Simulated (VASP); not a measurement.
# CdTe (F-43m) in VASP: notebook

One crystal, CdTe, is run at these levels: PBEsol, r2SCAN, TB-mBJ, LDA; tasks: band structure.

Everything below comes from runs of VASP 6.6.1. Logs are shortened: lines on timing, memory, paths and dates and some standing lists are left out, and cuts for length are marked.

**Measured values to compare with.**

A printed reference work, data compilation reports, for a bulk crystal of CdTe at 0 K: band gap 1.607 eV.

The runs below are set against these values where they give the same quantity.

### 1 Starting point

It takes space group F-43m (No. 216, cubic). The conventional cell has a = 6.496 Å, b = 6.496 Å, c = 6.496 Å, α = 90.00°, β = 90.00°, γ = 90.00°. Cd (site symmetry -43m) has 4 Te at 2.81 Å as nearest neighbours. Te (site symmetry -43m) is surrounded by 4 Cd at 2.81 Å.

### 2 Band structure, PBEsol

The input, INCAR:

```
PREC = Accurate ; ENCUT = 520
EDIFF = 1E-7 ; ISMEAR = 0
SIGMA = 0.03 ; LREAL = F
LASPH = T ; NELM = 80
ALGO = Normal ; ISIF = 2
LWAVE = F ; LCHARG = F
GGA = PS ; NBANDS = 16
ICORELEVEL = 1
```

The input, KPOINTS:

```
regular mesh
0
Gamma
  8 8 8
```

The input, POSCAR:

```
CdTe                                    
1.0
    0.0000000000      3.2477981882      3.2477981882
    3.2477981882      0.0000000000      3.2477981882
    3.2477981882      3.2477981882      0.0000000000
  Cd              Te            
     1     1
Direct
     0.0000000000000000    0.0000000000000000    0.0000000000000000
     0.2500000000000000    0.2500000000000000    0.2500000000000000
```

The input, KPOINTS_OPT:

```
explicit points
159
Reciprocal
 0.0000000000  0.0000000000  0.0000000000 1
 0.0357142857  0.0000000000  0.0357142857 1
 0.0714285714  0.0000000000  0.0714285714 1
 0.1071428571  0.0000000000  0.1071428571 1
 0.1428571429  0.0000000000  0.1428571429 1
 0.1785714286  0.0000000000  0.1785714286 1
[... 151 lines left out ...]
 0.4250000000  0.0000000000  0.4250000000 1
 0.4500000000  0.0000000000  0.4500000000 1
```

Potentials or basis: VASP PAW PBE potentials, release 64 (Cd, Te).

Launch:

```
cat potpaw_PBE.64/Cd/POTCAR potpaw_PBE.64/Te/POTCAR > POTCAR
mpirun -np 1 vasp_std > vasp.out
```

OUTCAR:

```text
PREC = Accurate
   ENCUT = 520
   EDIFF = 1E-7
   ISMEAR = 0
   LREAL = F
   LASPH = T
   NELM = 80
   ISIF = 2
   GGA = PS

 ion  position               nearest neighbor table
   1  0.000  0.000  0.000-   2 2.81   2 2.81   2 2.81   2 2.81
   2  0.250  0.250  0.250-   1 2.81   1 2.81   1 2.81   1 2.81

  LATTYP: Found a face centered cubic cell.
 ALAT       =     6.4955963764

  Lattice vectors:

 A1 = (   0.0000000000,   3.2477981882,   3.2477981882)
 A2 = (   3.2477981882,   0.0000000000,   3.2477981882)
 A3 = (   3.2477981882,   3.2477981882,   0.0000000000)

Analysis of symmetry for initial positions (statically):
=====================================================================
 Subroutine PRICEL returns:
 Original cell was already a primitive cell.

 Routine SETGRP: Setting up the symmetry group for a
 face centered cubic supercell.

 Subroutine GETGRP returns: Found 24 space group operations
 (whereof 24 operations were pure point group operations)
 out of a pool of 48 trial point group operations.

The static configuration has the point symmetry T_d .

Analysis of symmetry for dynamics (positions and initial velocities):
=====================================================================
 Subroutine PRICEL returns:
 Original cell was already a primitive cell.

 Routine SETGRP: Setting up the symmetry group for a
 face centered cubic supercell.

 Subroutine GETGRP returns: Found 24 space group operations
 (whereof 24 operations were pure point group operations)
 out of a pool of 48 trial point group operations.

The dynamic configuration has the point symmetry T_d .

 Subroutine INISYM returns: Found 24 space group operations
 (whereof 24 operations are pure point group operations),
 and found     1 'primitive' translations

----------------------------------------------------------------------------------------

                                     Primitive cell

  volume of cell :      68.5168

  direct lattice vectors                    reciprocal lattice vectors
     0.000000000  3.247798188  3.247798188    -0.153950452  0.153950452  0.153950452
     3.247798188  0.000000000  3.247798188     0.153950452 -0.153950452  0.153950452
     3.247798188  3.247798188  0.000000000     0.153950452  0.153950452 -0.153950452

  length of vectors
     4.593080246  4.593080246  4.593080246     0.266650005  0.266650005  0.266650005

  position of ions in fractional coordinates (direct lattice)
     0.000000000  0.000000000  0.000000000
     0.250000000  0.250000000  0.250000000

  ion indices of the primitive-cell ions
   primitive index   ion index
                 1           1
                 2           2

----------------------------------------------------------------------------------------

 KPOINTS: regular mesh

Automatic generation of k-mesh.
 Grid dimensions read from file:
 generate k-points for:    8    8    8

 Generating k-lattice:

  Cartesian coordinates                     Fractional coordinates (reciprocal lattice)
    -0.019243807  0.019243807  0.019243807     0.125000000  0.000000000  0.000000000
     0.019243807 -0.019243807  0.019243807     0.000000000  0.125000000  0.000000000
     0.019243807  0.019243807 -0.019243807     0.000000000  0.000000000  0.125000000

  Length of vectors
     0.033331251  0.033331251  0.033331251

  Shift w.r.t. Gamma in fractional coordinates (k-lattice)
     0.000000000  0.000000000  0.000000000

 Subroutine IBZKPT returns following result:
 ===========================================

 Found     29 irreducible k-points:

 Following reciprocal coordinates:
            Coordinates               Weight
  0.000000  0.000000  0.000000      1.000000
  0.125000  0.000000  0.000000      8.000000
  0.250000  0.000000  0.000000      8.000000
  0.375000  0.000000  0.000000      8.000000
  0.500000  0.000000  0.000000      4.000000
  0.125000  0.125000  0.000000      6.000000
[... 16 lines left out ...]
  0.500000  0.250000  0.125000     48.000000
 -0.375000  0.250000  0.125000     24.000000
 [... further k-points ...]
   k-points           NKPTS =     29   k-points in BZ     NKDIM =     29   number of bands    NBANDS=     16
   number of dos      NEDOS =    301   number of ions     NIONS =      2
   total plane-waves  NPLWV =  46656
   dimension x,y,z NGX =    36 NGY =   36 NGZ =   36
   dimension x,y,z NGXF=    72 NGYF=   72 NGZF=   72
   ions per type =               1   1
   NGX,Y,Z   is equivalent  to a cutoff of  13.03, 13.03, 13.03 a.u.
   NGXF,Y,Z  is equivalent  to a cutoff of  26.06, 26.06, 26.06 a.u.
 SYSTEM =  unknown system
   PREC   = accura    normal or accurate (medium, high low for compatibility)
   ISTART =      0    job   : 0-new  1-cont  2-samecut
   ICHARG =      2    charge: 1-file 2-atom 10-const
   ISPIN  =      1    spin polarized calculation?
   LNONCOLLINEAR =      F non collinear calculations
   LSORBIT =      F    spin-orbit coupling
   LASPH  =      T    aspherical Exc in radial PAW
   ENCUT  =  520.0 eV  38.22 Ry    6.18 a.u.   8.54  8.54  8.54*2*pi/ulx,y,z
   NELM   =     80;   NELMIN=  2; NELMDL= -5     # of ELM steps
   EDIFF  = 0.1E-06   stopping-criterion for ELM
   LREAL  =      F    real-space projection
   EDIFFG = 0.1E-05   stopping-criterion for IOM
   NSW    =      0    number of steps for IOM
   IBRION =     -1    ionic relax: 0-MD 1-quasi-New 2-CG
   NFREE  =      0    steps in history (QN), initial steepest desc. (CG)
   ISIF   =      2    stress and relaxation
   ISYM   =      2    0-nonsym 1-usesym 2-fastsym
   POTIM  = 0.5000    time-step for ionic-motion
   TEBEG  =    0.0;   TEEND  =   0.0 temperature during run
   PSTRESS=    0.0 pullay stress
   NELECT =      18.0000    total number of electrons
   NUPDOWN=      -1.0000    fix difference up-down
   EMIN   =  10.00;   EMAX   =-10.00  energy-range for DOS
   EFERMI =   0.00;   METHOD = LEGACY
   ISMEAR =     0;   SIGMA  =   0.03  broadening in eV -4-tet -1-fermi 0-gaus
   EFERMI_NEDOS =   21; number of points for ismear=-14 and -15
   IALGO  =     38    algorithm
   IMIX   =      4    mixing-type and parameters
     AMIX     =   0.40;   BMIX     =  1.00
     AMIX_MAG =   1.60;   BMIX_MAG =  1.00
  volume/ion in A,a.u.               =      34.26       231.19
  Fermi-wavevector in a.u.,A,eV,Ry     =   1.048496  1.981369 14.957471  1.099343
  Thomas-Fermi vector in A             =   2.183420
   LORBIT       =      0    0 simple, 1 ext, 2 COOP (PROOUT), +10 PAW based schemes
   GGA     = PS    functional components
   LHFCALC =     F    Hartree Fock is set to
   AEXX    =    0.0000 exact exchange contribution
   IVDW    =     0    specifies the selected vdW correction
   LEPSILON=     F    determine dielectric tensor
   LRPA    =     F    only Hartree local field effects (RPA)
 non-spin polarized calculation
 Gauss-broadening in eV      SIGMA  =   0.03
  energy-cutoff  :      520.00
  volume of cell :       68.52
 maximum number of plane-waves:      1868
 NGX is ok and might be reduce to    36
   NGX = 17   NGY = 17   NGZ = 17

 number of electron      17.9999998 magnetization

 Free energy of the ion-electron system (eV)
  ---------------------------------------------------
  ext. energy  EPLUGINS =         0.00000000
  ---------------------------------------------------
  free energy    TOTEN  =        -5.48958243 eV

  energy without entropy =       -5.48958243  energy(sigma->0) =       -5.48958243

 the core state eigenenergies are
   1-  1s -26513.9335  2s  -3931.1033  2p  -3526.3601  3s   -727.9260  3p   -595.2155
       3d   -387.6720  4s   -100.0133  4p    -61.0573
   2-  1s -31613.0367  2s  -4840.6183  2p  -4344.0139  3s   -956.8361  3p   -795.4939
       3d   -551.7440  4s   -156.3437  4p   -106.3834  4d    -33.7095

 E-fermi :   2.3412     XC(G=0):  -8.7514

 val. band max:        2.1501438482   @ k =   0.0000   0.0000   0.0000
 cond. band min:       2.7923019700   @ k =   0.0000   0.0000   0.0000
 fundamental gap:      0.6421581218
 Fermi energy:         2.3412220168

 k-point     1 :       0.0000    0.0000    0.0000
  band No.  band energies     occupation
      1      -9.0236      2.00000
      2      -6.0822      2.00000
      3      -6.0822      2.00000
      4      -6.0822      2.00000
      5      -5.8222      2.00000
      6      -5.8222      2.00000
[... 8 lines left out ...]
     15      11.4830      0.00000
     16      11.4830      0.00000

 k-point     2 :       0.1250    0.0000    0.0000
  band No.  band energies     occupation
      1      -8.9650      2.00000
      2      -6.0712      2.00000
      3      -6.0712      2.00000
      4      -6.0379      2.00000
      5      -5.8231      2.00000
      6      -5.8231      2.00000
[... 8 lines left out ...]
     15      10.7425      0.00000
     16      10.7425      0.00000

 k-point     3 :       0.2500    0.0000    0.0000
  band No.  band energies     occupation
      1      -8.8228      2.00000
      2      -6.0467      2.00000
      3      -6.0467      2.00000
      4      -5.8884      2.00000
      5      -5.8227      2.00000
      6      -5.8227      2.00000
[... 8 lines left out ...]
     15      10.5352      0.00000
     16      10.5352      0.00000

 k-point     4 :       0.3750    0.0000    0.0000
  band No.  band energies     occupation
      1      -8.6812      2.00000
      2      -6.0262      2.00000
      3      -6.0262      2.00000
      4      -5.8173      2.00000
      5      -5.8173      2.00000
      6      -5.6395      2.00000
[... 8 lines left out ...]
     15      11.3353      0.00000
     16      11.3353      0.00000
[... 324 lines left out ...]
 k-point    22 :       0.3750    0.2500    0.1250
  band No.  band energies     occupation
      1      -8.7186      2.00000
      2      -6.0188      2.00000
      3      -6.0070      2.00000
      4      -5.8716      2.00000
      5      -5.8129      2.00000
      6      -5.7428      2.00000
[... 8 lines left out ...]
     15      11.8742      0.00000
     16      12.4563      0.00000

 k-point    23 :       0.5000    0.2500    0.1250
  band No.  band energies     occupation
      1      -8.6078      2.00000
      2      -5.9993      2.00000
      3      -5.9893      2.00000
      4      -5.8503      2.00000
      5      -5.8126      2.00000
      6      -5.5238      2.00000
[... 8 lines left out ...]
     15      12.0308      0.00000
     16      12.7345      0.00000

 k-point    24 :      -0.3750    0.2500    0.1250
  band No.  band energies     occupation
      1      -8.5630      2.00000
      2      -5.9944      2.00000
      3      -5.9819      2.00000
      4      -5.8381      2.00000
      5      -5.8169      2.00000
      6      -5.3887      2.00000
[... 8 lines left out ...]
     15      12.1468      0.00000
     16      12.6747      0.00000

 [... further k-points ...]

------------------------ aborting loop because EDIFF is reached ----------------------------------------

  FORCE on cell =-STRESS in cart. coord.  units (eV):
  Direction    XX          YY          ZZ          XY          YZ          ZX
  --------------------------------------------------------------------------------------
  -------------------------------------------------------------------------------------
  Total        0.0164003      0.0164003      0.0164003      0.0000000     -0.0000000     -0.0000000
  in kB        0.3835010      0.3835010      0.3835010      0.0000000     -0.0000000     -0.0000000
  external PRESSURE =       0.3835010 kB  Pullay stress =       0.0000000 kB

 VOLUME and BASIS-vectors are now :
 -----------------------------------------------------------------------------
  energy-cutoff  :      520.00
  volume of cell :       68.52
      direct lattice vectors                 reciprocal lattice vectors
     0.000000000  3.247798188  3.247798188    -0.153950452  0.153950452  0.153950452
     3.247798188  0.000000000  3.247798188     0.153950452 -0.153950452  0.153950452
     3.247798188  3.247798188  0.000000000     0.153950452  0.153950452 -0.153950452

 POSITION                                       TOTAL-FORCE (eV/Angst)
 -----------------------------------------------------------------------------------
      0.00000      0.00000      0.00000        -0.000000      0.000000      0.000000
      1.62390      1.62390      1.62390         0.000000     -0.000000     -0.000000
 -----------------------------------------------------------------------------------
    total drift:                               -0.000000     -0.000000     -0.000000

  FREE ENERGIE OF THE ION-ELECTRON SYSTEM (eV)
  ---------------------------------------------------
  free  energy   TOTEN  =        -5.4895824289 eV

  energy  without entropy=       -5.4895824289  energy(sigma->0) =       -5.48958243
```

Run time: 2.6 min. Hardware: 1 thread of Intel Xeon Platinum 8488C (Sapphire Rapids), shared host; peak memory 0.23 GiB.

What came out:

| Quantity | Value |
| --- | --- |
| Free energy | -5.4896 eV |
| Pressure | 0.0 GPa |
| Band gap on the k mesh | 0.64 eV, direct |
| Band gap along the path | 0.64 eV, direct |

Levels at the corners of the path, in eV from the valence-band top:
| point | band 7 | band 8 | band 9 | band 10 | band 11 | band 12 |
| --- | --- | --- | --- | --- | --- | --- |
| Γ | 0.00 | 0.00 | 0.00 | 0.64 | 4.55 | 4.55 |
| X | -4.32 | -1.86 | -1.86 | 2.51 | 2.60 | 8.69 |
| X | -4.32 | -1.86 | -1.86 | 2.51 | 2.60 | 8.69 |
| W | -4.19 | -2.33 | -2.20 | 4.20 | 4.59 | 5.47 |
| W | -4.19 | -2.33 | -2.20 | 4.20 | 4.59 | 5.47 |
| K | -4.22 | -2.56 | -1.54 | 2.81 | 4.44 | 7.23 |
| K | -4.22 | -2.56 | -1.54 | 2.81 | 4.44 | 7.23 |
| Γ | 0.00 | 0.00 | 0.00 | 0.64 | 4.55 | 4.55 |
| Γ | 0.00 | 0.00 | 0.00 | 0.64 | 4.55 | 4.55 |
| L | -4.44 | -0.77 | -0.77 | 1.73 | 5.13 | 5.13 |
| L | -4.44 | -0.77 | -0.77 | 1.73 | 5.13 | 5.13 |
| U | -4.22 | -2.56 | -1.54 | 2.81 | 4.44 | 7.23 |
| U | -4.22 | -2.56 | -1.54 | 2.81 | 4.44 | 7.23 |
| W | -4.19 | -2.33 | -2.20 | 4.20 | 4.59 | 5.47 |
| W | -4.19 | -2.33 | -2.20 | 4.20 | 4.59 | 5.47 |
| L | -4.44 | -0.77 | -0.77 | 1.73 | 5.13 | 5.13 |
| L | -4.44 | -0.77 | -0.77 | 1.73 | 5.13 | 5.13 |
| K | -4.22 | -2.56 | -1.54 | 2.81 | 4.44 | 7.23 |
| U | -4.22 | -2.56 | -1.54 | 2.81 | 4.44 | 7.23 |
| X | -4.32 | -1.86 | -1.86 | 2.51 | 2.60 | 8.69 |

Core levels (eV, on the scale of the bands):
```tsv
atom	levels
1 Cd	1s -26513.9, 2s -3931.1, 2p -3526.4, 3s -727.9, 3p -595.2, 3d -387.7, 4s -100.0, 4p -61.1
2 Te	1s -31613.0, 2s -4840.6, 2p -4344.0, 3s -956.8, 3p -795.5, 3d -551.7, 4s -156.3, 4p -106.4, 4d -33.7
```

Caveat: the PAW data sets were made with another functional, which shifts forces and pressure a little; spin-orbit coupling is left out, which moves the levels of the heavy elements.

### 3 Band structure, PBEsol, spin-orbit coupling, no magnetisation

INCAR: that of step 2 with these lines changed.

```diff
@@ -6,3 +6,4 @@
 LWAVE = F ; LCHARG = F
-GGA = PS ; NBANDS = 16
-ICORELEVEL = 1
+MAGMOM = 0 0 0 0 0 0 ; LORBIT = 11
+LSORBIT = T ; GGA_COMPAT = F
+GGA = PS ; NBANDS = 32
```

The input, KPOINTS:

```
regular mesh
0
Gamma
  6 6 6
```

POSCAR is that of step 2.

KPOINTS_OPT is that of step 2.

Potentials or basis: VASP PAW PBE potentials, release 64 (Cd, Te).

Launch:

```
cat potpaw_PBE.64/Cd/POTCAR potpaw_PBE.64/Te/POTCAR > POTCAR
mpirun -np 1 vasp_ncl > vasp.out
```

Run time: 9.6 min. Hardware: 1 thread of Intel Xeon Platinum 8488C (Sapphire Rapids), shared host; peak memory 0.41 GiB.

Results (log left out):

```yaml
Free_energy: -5.6108 eV
Pressure: 0.1 GPa
Valence_electrons_inside_the_program's_atomic_spheres: Cd 10.32; Te 3.42
```

Caveat: the PAW data sets were made with another functional, which shifts forces and pressure a little.

### 4 Band structure, r2SCAN

The input, INCAR:

```
PREC = Accurate ; ENCUT = 520
EDIFF = 1E-7 ; ISMEAR = 0
SIGMA = 0.03 ; LREAL = F
LASPH = T ; NELM = 80
ALGO = Normal ; ISIF = 2
LWAVE = F ; LCHARG = F
METAGGA = R2SCAN ; LMIXTAU = T
NBANDS = 16
```

The input, KPOINTS:

```
regular mesh
0
Gamma
  8 8 8
```

POSCAR is that of step 3.

KPOINTS_OPT is that of step 3.

Launch:

```
cat potpaw_PBE.64/Cd/POTCAR potpaw_PBE.64/Te/POTCAR > POTCAR
mpirun -np 1 vasp_std > vasp.out
```

It took 4.9 min on 1 thread of Intel Xeon Platinum 8488C (Sapphire Rapids), shared host; peak memory 0.23 GiB.

It converged, with:

| Item | Value |
| --- | --- |
| Free energy | -46.6364 eV |
| Pressure | 1.3 GPa |
| Band gap on the k mesh | 1.25 eV, direct |
| Band gap along the path | 1.25 eV, direct |

Levels at the corners of the path, in eV from the valence-band top:
```
point  band 5  band 6  band 7  band 8  band 9  band 10  band 11  band 12  band 13  band 14
    Γ   -8.26   -8.26    0.00    0.00    0.00     1.25     5.03     5.03     5.03     7.92
    X   -8.23   -7.74   -4.32   -1.89   -1.89     2.89     2.99     9.43     9.78     9.78
    X   -8.23   -7.74   -4.32   -1.89   -1.89     2.89     2.99     9.43     9.78     9.78
    W   -8.26   -7.66   -4.18   -2.36   -2.22     4.65     4.95     6.09     6.70    10.34
    W   -8.26   -7.66   -4.18   -2.36   -2.22     4.65     4.95     6.09     6.70    10.34
    K   -8.24   -7.70   -4.21   -2.59   -1.56     3.22     4.87     7.82     7.97     8.38
    K   -8.24   -7.70   -4.21   -2.59   -1.56     3.22     4.87     7.82     7.97     8.38
    Γ   -8.26   -8.26    0.00    0.00    0.00     1.25     5.03     5.03     5.03     7.92
    Γ   -8.26   -8.26    0.00    0.00    0.00     1.25     5.03     5.03     5.03     7.92
    L   -8.25   -7.89   -4.46   -0.78   -0.78     2.23     5.59     5.59     7.41     9.21
    L   -8.25   -7.89   -4.46   -0.78   -0.78     2.23     5.59     5.59     7.41     9.21
    U   -8.24   -7.70   -4.21   -2.59   -1.56     3.22     4.87     7.82     7.97     8.38
    U   -8.24   -7.70   -4.21   -2.59   -1.56     3.22     4.87     7.82     7.97     8.38
    W   -8.26   -7.66   -4.18   -2.36   -2.22     4.65     4.95     6.09     6.70    10.34
    W   -8.26   -7.66   -4.18   -2.36   -2.22     4.65     4.95     6.09     6.70    10.34
    L   -8.25   -7.89   -4.46   -0.78   -0.78     2.23     5.59     5.59     7.41     9.21
    L   -8.25   -7.89   -4.46   -0.78   -0.78     2.23     5.59     5.59     7.41     9.21
    K   -8.24   -7.70   -4.21   -2.59   -1.56     3.22     4.87     7.82     7.97     8.38
    U   -8.24   -7.70   -4.21   -2.59   -1.56     3.22     4.87     7.82     7.97     8.38
    X   -8.23   -7.74   -4.32   -1.89   -1.89     2.89     2.99     9.43     9.78     9.78
```

Caveat: the PAW data sets were made with another functional, which shifts forces and pressure a little; spin-orbit coupling is left out, which moves the levels of the heavy elements.

(Part 1 of 2 ends here.)
